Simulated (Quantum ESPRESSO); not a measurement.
# AlN (P6_3mc) in Quantum ESPRESSO: notebook

One crystal, AlN, is run at these levels: PBE; tasks: band structure.

All numbers are computed with Quantum ESPRESSO 7.5; they aren't measurements. Logs are shortened: lines on timing, memory, paths and dates and some standing lists are left out, and cuts for length are marked.

**Experimental background.**

From “Self-assembly of well-separated AlN nanowires directly on sputtered metallic TiN films”, 2019, arxiv:1910.07391, for a bulk crystal of AlN at 10 K: band gap 6.034 eV (an exciton energy, a little under the gap).

“Structural and optical properties of self-assembled AlN nanowires grown on SiO2/Si substrates by molecular beam epitaxy”, 2024, arxiv:2402.00216 quotes, for a bulk crystal of AlN at 0 K: band gap 6.0343 eV (an exciton energy, a little under the gap).

How close the calculation comes is told below.

## 1. Starting point

Symmetry: P6_3mc, No. 186, hexagonal system. The conventional cell has a = 3.113 Å, b = 3.113 Å, c = 4.981 Å, α = 90.00°, β = 90.00°, γ = 120.00°. Al (site symmetry 3m) is surrounded by 4 N at 1.89 Å. Around N (site symmetry 3m) lie 4 Al at 1.89 Å.

## 2. Band structure, PBE

pw.in

```
&CONTROL
  calculation = 'scf'
  prefix = 'pwscf'
  outdir = './tmp'
  pseudo_dir = './pseudo'
  tprnfor = .true.
  tstress = .true.
  disk_io = 'low'
/
&SYSTEM
  ibrav = 0
  celldm(1) = 8
  nat = 4
  ntyp = 2
  ecutwfc = 88
  nbnd = 14
  occupations = 'smearing'
  smearing = 'fd'
  degauss = 0.00367493
/
&ELECTRONS
  conv_thr = 8d-10
  electron_maxstep = 120
  mixing_beta = 0.5
/
ATOMIC_SPECIES
Al    26.9815 13_Al_3_1.9_1.9_pbe_n_v1.0.upf
N     14.0070 07_N_5_1.2_1.4_pbe_n_v1.0.upf
CELL_PARAMETERS alat
  0.7353396782450   0.0000000000000   0.0000000000000
 -0.3676698391225   0.6368228417753   0.0000000000000
  0.0000000000000   0.0000000000000   1.1765907283451
ATOMIC_POSITIONS crystal
Al     0.6666666667    0.3333333333    0.5000000000
Al     0.3333333333    0.6666666667    0.0000000000
N      0.6666666667    0.3333333333    0.8800000000
N      0.3333333333    0.6666666667    0.3800000000
K_POINTS automatic
10 10 6 0 0 0
```

bands.in

```
&CONTROL
  calculation = 'bands'
  prefix = 'pwscf'
  outdir = './tmp'
  pseudo_dir = './pseudo'
  disk_io = 'low'
  verbosity = 'high'
/
&SYSTEM
  ibrav = 0
  celldm(1) = 8
  nat = 4
  ntyp = 2
  ecutwfc = 88
  nbnd = 14
  occupations = 'smearing'
  smearing = 'fd'
  degauss = 0.00367493
/
&ELECTRONS
  conv_thr = 1d-08
  electron_maxstep = 120
  mixing_beta = 0.5
  diago_full_acc = .true.
  startingwfc = 'random'
/
ATOMIC_SPECIES
Al    26.9815 13_Al_3_1.9_1.9_pbe_n_v1.0.upf
N     14.0070 07_N_5_1.2_1.4_pbe_n_v1.0.upf
CELL_PARAMETERS alat
  0.7353396782450   0.0000000000000   0.0000000000000
 -0.3676698391225   0.6368228417753   0.0000000000000
  0.0000000000000   0.0000000000000   1.1765907283451
ATOMIC_POSITIONS crystal
Al     0.6666666667    0.3333333333    0.5000000000
Al     0.3333333333    0.6666666667    0.0000000000
N      0.6666666667    0.3333333333    0.8800000000
N      0.3333333333    0.6666666667    0.3800000000
K_POINTS crystal
60
 0.0000000000  0.0000000000  0.0000000000 1
 0.0714285714  0.0000000000  0.0000000000 1
 0.1428571429  0.0000000000  0.0000000000 1
 0.2142857143  0.0000000000  0.0000000000 1
 0.2857142857  0.0000000000  0.0000000000 1
 0.3571428571  0.0000000000  0.0000000000 1
 0.4285714286  0.0000000000  0.0000000000 1
 0.5000000000  0.0000000000  0.0000000000 1
 0.4583333333  0.0833333333  0.0000000000 1
 0.4166666667  0.1666666667  0.0000000000 1
 0.3750000000  0.2500000000  0.0000000000 1
 0.3333333333  0.3333333333  0.0000000000 1
 0.2962962963  0.2962962963  0.0000000000 1
 0.2592592593  0.2592592593  0.0000000000 1
 0.2222222222  0.2222222222  0.0000000000 1
 0.1851851852  0.1851851852  0.0000000000 1
 0.1481481481  0.1481481481  0.0000000000 1
 0.1111111111  0.1111111111  0.0000000000 1
 0.0740740741  0.0740740741  0.0000000000 1
 0.0370370370  0.0370370370  0.0000000000 1
 0.0000000000  0.0000000000  0.0000000000 1
 0.0000000000  0.0000000000  0.1250000000 1
 0.0000000000  0.0000000000  0.2500000000 1
 0.0000000000  0.0000000000  0.3750000000 1
 0.0000000000  0.0000000000  0.5000000000 1
 0.0625000000  0.0000000000  0.5000000000 1
 0.1250000000  0.0000000000  0.5000000000 1
 0.1875000000  0.0000000000  0.5000000000 1
 0.2500000000  0.0000000000  0.5000000000 1
 0.3125000000  0.0000000000  0.5000000000 1
 0.3750000000  0.0000000000  0.5000000000 1
 0.4375000000  0.0000000000  0.5000000000 1
 0.5000000000  0.0000000000  0.5000000000 1
 0.4666666667  0.0666666667  0.5000000000 1
 0.4333333333  0.1333333333  0.5000000000 1
 0.4000000000  0.2000000000  0.5000000000 1
 0.3666666667  0.2666666667  0.5000000000 1
 0.3333333333  0.3333333333  0.5000000000 1
 0.3030303030  0.3030303030  0.5000000000 1
 0.2727272727  0.2727272727  0.5000000000 1
 0.2424242424  0.2424242424  0.5000000000 1
 0.2121212121  0.2121212121  0.5000000000 1
 0.1818181818  0.1818181818  0.5000000000 1
 0.1515151515  0.1515151515  0.5000000000 1
 0.1212121212  0.1212121212  0.5000000000 1
 0.0909090909  0.0909090909  0.5000000000 1
 0.0606060606  0.0606060606  0.5000000000 1
 0.0303030303  0.0303030303  0.5000000000 1
 0.0000000000  0.0000000000  0.5000000000 1
 0.5000000000  0.0000000000  0.5000000000 1
 0.5000000000  0.0000000000  0.4000000000 1
 0.5000000000  0.0000000000  0.3000000000 1
 0.5000000000  0.0000000000  0.2000000000 1
 0.5000000000  0.0000000000  0.1000000000 1
 0.5000000000  0.0000000000  0.0000000000 1
 0.3333333333  0.3333333333  0.0000000000 1
 0.3333333333  0.3333333333  0.1250000000 1
 0.3333333333  0.3333333333  0.2500000000 1
 0.3333333333  0.3333333333  0.3750000000 1
 0.3333333333  0.3333333333  0.5000000000 1
```

Potentials or basis: SPMS 1.0 PBE.

Started as:

```bash
$ OMP_NUM_THREADS=1 pw.x -in pw.in > pw.out
$ OMP_NUM_THREADS=1 pw.x -in bands.in > bands.out
```

pw.out:

```text
This program is part of the open-source Quantum ESPRESSO suite
     for quantum simulation of materials; please cite
[... 9 lines left out ...]
     --------------------
     sticks:   dense  smooth     PW     G-vecs:    dense   smooth      PW
     Sum         847     847    253                31467    31467    4939

     Using Slab Decomposition

     bravais-lattice index     =            0
     lattice parameter (alat)  =       8.0000  a.u.
     unit-cell volume          =     282.0993 (a.u.)^3
     number of atoms/cell      =            4
     number of atomic types    =            2
     number of electrons       =        16.00
     number of Kohn-Sham states=           14
     kinetic-energy cutoff     =      88.0000  Ry
     charge density cutoff     =     352.0000  Ry
     scf convergence threshold =      8.0E-10
     mixing beta               =       0.5000
     number of iterations used =            8  plain     mixing
     Exchange-correlation= PBE
                           (   1   4   3   4   0   0   0)

     celldm(1)=   8.000000  celldm(2)=   0.000000  celldm(3)=   0.000000
     celldm(4)=   0.000000  celldm(5)=   0.000000  celldm(6)=   0.000000

     crystal axes: (cart. coord. in units of alat)
               a(1) = (   0.735340   0.000000   0.000000 )
               a(2) = (  -0.367670   0.636823   0.000000 )
               a(3) = (   0.000000   0.000000   1.176591 )

     reciprocal axes: (cart. coord. in units 2 pi/alat)
               b(1) = (  1.359916  0.785148 -0.000000 )
               b(2) = (  0.000000  1.570295  0.000000 )
               b(3) = (  0.000000 -0.000000  0.849913 )

     PseudoPot. # 1 for Al read from file:
     13_Al_3_1.9_1.9_pbe_n_v1.0.upf
     Pseudo is Norm-conserving + core correction, Zval =  3.0
     Generated using ONCVPSP code by D. R. Hamann
     Using radial grid of 1872 points,  6 beta functions with:
                l(1) =   0
                l(2) =   0
                l(3) =   1
                l(4) =   1
                l(5) =   2
                l(6) =   2

     PseudoPot. # 2 for N  read from file:
     07_N_5_1.2_1.4_pbe_n_v1.0.upf
     Pseudo is Norm-conserving + core correction, Zval =  5.0
     Generated using ONCVPSP code by D. R. Hamann
     Using radial grid of 1066 points,  4 beta functions with:
                l(1) =   0
                l(2) =   0
                l(3) =   1
                l(4) =   1

     atomic species   valence    mass     pseudopotential
     Al                3.00    26.98150     Al( 1.00)
     N                 5.00    14.00700     N ( 1.00)

     12 Sym. Ops. (no inversion) found ( 6 have fractional translation)

   Cartesian axes

     site n.     atom                  positions (alat units)
         1        Al     tau(   1) = (   0.3676698   0.2122743   0.5882954  )
         2        Al     tau(   2) = (  -0.0000000   0.4245486   0.0000000  )
         3        N      tau(   3) = (   0.3676698   0.2122743   1.0353998  )
         4        N      tau(   4) = (  -0.0000000   0.4245486   0.4471045  )

     number of k points=    56  Fermi-Dirac smearing, width (Ry)=  0.0037
                       cart. coord. in units 2pi/alat
        k(    1) = (   0.0000000   0.0000000   0.0000000), wk =   0.0033333
        k(    2) = (   0.0000000   0.0000000   0.1416522), wk =   0.0066667
        k(    3) = (   0.0000000   0.0000000   0.2833044), wk =   0.0066667
        k(    4) = (   0.0000000   0.0000000  -0.4249566), wk =   0.0033333
        k(    5) = (   0.0000000   0.1570295   0.0000000), wk =   0.0200000
        k(    6) = (   0.0000000   0.1570295   0.1416522), wk =   0.0400000
[... 48 lines left out ...]
        k(   55) = (   0.4079747   0.7066329   0.2833044), wk =   0.0400000
        k(   56) = (   0.4079747   0.7066329  -0.4249566), wk =   0.0200000

     Dense  grid:    31467 G-vectors     FFT dimensions: (  36,  36,  60)

     Initial potential from superposition of free atoms

     starting charge      15.9951, renormalised to      16.0000
     Starting wfcs are   16 randomized atomic wfcs

     Self-consistent Calculation

     iteration #  1     ecut=    88.00 Ry     beta= 0.50
     Davidson diagonalization with overlap
     ethr =  1.00E-02,  avg # of iterations =  4.2

     total energy              =     -50.82105537 Ry
     estimated scf accuracy    <       1.19680454 Ry

     iteration #  2     ecut=    88.00 Ry     beta= 0.50
     Davidson diagonalization with overlap
     ethr =  7.48E-03,  avg # of iterations =  2.0
[... 50 lines left out ...]
     total energy              =     -51.17302002 Ry
     estimated scf accuracy    <       0.00000002 Ry

     iteration # 10     ecut=    88.00 Ry     beta= 0.50
     Davidson diagonalization with overlap
     ethr =  1.50E-10,  avg # of iterations =  3.6

     End of self-consistent calculation

          k = 0.0000 0.0000 0.0000 (  3959 PWs)   bands (ev):

    -8.0356  -5.8861   1.1334   6.2779   6.2779   6.9300   6.9300   7.1103
    11.3426  13.7898  17.7135  18.2989  18.2989  20.2899

          k = 0.0000 0.0000 0.1417 (  3940 PWs)   bands (ev):

    -7.9292  -6.0940   1.5045   6.3192   6.3192   6.5128   6.8839   6.8839
    11.8312  13.8558  17.5425  18.2668  18.2668  19.4779
[... 83 lines left out ...]
    -6.1455  -5.6065   1.7026   2.3206   4.7818   5.4307   6.1048   6.1368
    12.3393  13.2017  16.1936  17.0558  18.4743  19.3124

          k = 0.0000 0.6281-0.4250 (  3948 PWs)   bands (ev):

    -5.8791  -5.8791   1.8712   1.8712   5.6730   5.6730   5.7502   5.7502
    12.6757  12.6757  16.5767  16.5767  18.8653  18.8653

          k = 0.0000-0.7851 0.0000 (  3940 PWs)   bands (ev):

    -6.0736  -5.3791   1.6905   2.9797   3.7799   5.0477   5.3433   6.4516
    12.9342  12.9528  15.3302  17.4091  18.0497  19.3019

          k = 0.0000-0.7851 0.1417 (  3956 PWs)   bands (ev):

    -6.0221  -5.4172   1.5425   2.6081   4.1700   5.1251   5.6860   6.3350
    12.4714  13.0145  16.0429  16.8896  18.3660  19.4214

          k = 0.0000-0.7851 0.2833 (  3940 PWs)   bands (ev):

    -5.8833  -5.5300   1.4001   1.9838   4.9879   5.3459   6.0379   6.0423
    12.0984  12.9619  16.2168  16.9186  18.4400  19.3865

          k = 0.0000-0.7851-0.4250 (  3920 PWs)   bands (ev):

    -5.7003  -5.7003   1.5369   1.5369   5.6734   5.6734   5.7596   5.7596
    12.4470  12.4470  16.4263  16.4263  18.9288  18.9288

          k = 0.1360 0.2355 0.0000 (  3935 PWs)   bands (ev):

    -7.6630  -5.6862   1.5819   4.9619   5.2104   6.1025   6.7293   6.9255
    12.7199  15.0433  16.3259  16.5644  19.0972  19.3191

          k = 0.1360 0.2355 0.1417 (  3934 PWs)   bands (ev):
[... 146 lines left out ...]
    -5.6236  -5.4567   2.3432   2.3449   3.1180   4.0606   5.7870   6.1683
    13.4948  14.7673  15.5812  15.7461  18.8121  18.9388

          k = 0.4080 0.7066-0.4250 (  3942 PWs)   bands (ev):

    -5.5299  -5.5299   2.2135   2.2135   3.4897   3.4897   6.3011   6.3011
    14.2158  14.2158  15.3933  15.3933  18.9263  18.9263

     the Fermi energy is     9.7928 ev

!    total energy              =     -51.17302003 Ry
     estimated scf accuracy    <          6.6E-11 Ry
     smearing contrib. (-TS)   =      -0.00000000 Ry
     internal energy E=F+TS    =     -51.17302003 Ry

     The total energy is F=E-TS. E is the sum of the following terms:
     one-electron contribution =      -2.07220899 Ry
     hartree contribution      =      11.37963468 Ry
     xc contribution           =     -16.99399743 Ry
     ewald contribution        =     -43.48644828 Ry

     convergence has been achieved in  10 iterations

     Forces acting on atoms (cartesian axes, Ry/au):

     atom    1 type  1   force =     0.00000000    0.00000000   -0.00507845
     atom    2 type  1   force =     0.00000000   -0.00000000   -0.00507845
     atom    3 type  2   force =    -0.00000000   -0.00000000    0.00507845
     atom    4 type  2   force =    -0.00000000    0.00000000    0.00507845

     Total force =     0.010157     Total SCF correction =     0.000006

     Computing stress (Cartesian axis) and pressure

          total   stress  (Ry/bohr**3)                   (kbar)     P=       37.27
   0.00021571  -0.00000000   0.00000000           31.73       -0.00        0.00
  -0.00000000   0.00021571   0.00000000           -0.00       31.73        0.00
   0.00000000   0.00000000   0.00032872            0.00        0.00       48.36

=------------------------------------------------------------------------------=
   JOB DONE.
=------------------------------------------------------------------------------=
```

Run time: 1.8 min. Hardware: 1 thread of Arm Neoverse V1, shared host; peak memory 0.1 GiB.

What came out:

* Free energy: -696.2444 eV
* Pressure: 3.7 GPa
* Largest force: 0.131 eV/Å
* Band gap on the k mesh: 4.23 eV, direct
* Band gap along the path: 4.23 eV, direct

Forces in eV/Å, atoms in the order of the input:
```
Al   0.000  0.000 -0.131
Al   0.000  0.000 -0.131
N    0.000  0.000  0.131
N    0.000  0.000  0.131
```

Levels at the corners of the path, in eV from the valence-band top:
| point | band 4 | band 5 | band 6 | band 7 | band 8 | band 9 | band 10 | band 11 | band 12 | band 13 |
| --- | --- | --- | --- | --- | --- | --- | --- | --- | --- | --- |
| Γ | -0.83 | -0.83 | -0.18 | -0.18 | 0.00 | 4.23 | 6.68 | 10.60 | 11.19 | 11.19 |
| M | -4.13 | -3.33 | -2.06 | -1.77 | -0.66 | 5.82 | 5.84 | 8.22 | 10.30 | 10.94 |
| K | -3.75 | -3.75 | -2.42 | -2.37 | -2.37 | 5.07 | 8.38 | 9.70 | 9.70 | 11.56 |
| Γ | -0.83 | -0.83 | -0.18 | -0.18 | 0.00 | 4.23 | 6.68 | 10.60 | 11.19 | 11.19 |
| A | -3.32 | -0.52 | -0.52 | -0.52 | -0.52 | 6.48 | 6.48 | 10.35 | 10.35 | 11.51 |
| L | -5.57 | -1.44 | -1.44 | -1.35 | -1.35 | 5.34 | 5.34 | 9.32 | 9.32 | 11.82 |
| H | -4.81 | -3.83 | -3.83 | -0.78 | -0.78 | 7.44 | 7.44 | 7.88 | 7.88 | 11.92 |
| A | -3.32 | -0.52 | -0.52 | -0.52 | -0.52 | 6.48 | 6.48 | 10.35 | 10.35 | 11.51 |
| L | -5.57 | -1.44 | -1.44 | -1.35 | -1.35 | 5.34 | 5.34 | 9.32 | 9.32 | 11.82 |
| M | -4.13 | -3.33 | -2.06 | -1.77 | -0.66 | 5.82 | 5.84 | 8.22 | 10.30 | 10.94 |
| K | -3.75 | -3.75 | -2.42 | -2.37 | -2.37 | 5.07 | 8.38 | 9.70 | 9.70 | 11.56 |
| H | -4.81 | -3.83 | -3.83 | -0.78 | -0.78 | 7.44 | 7.44 | 7.88 | 7.88 | 11.92 |

Caveat: some levels on the path didn't converge.

(Part 1 of 2 ends here.)
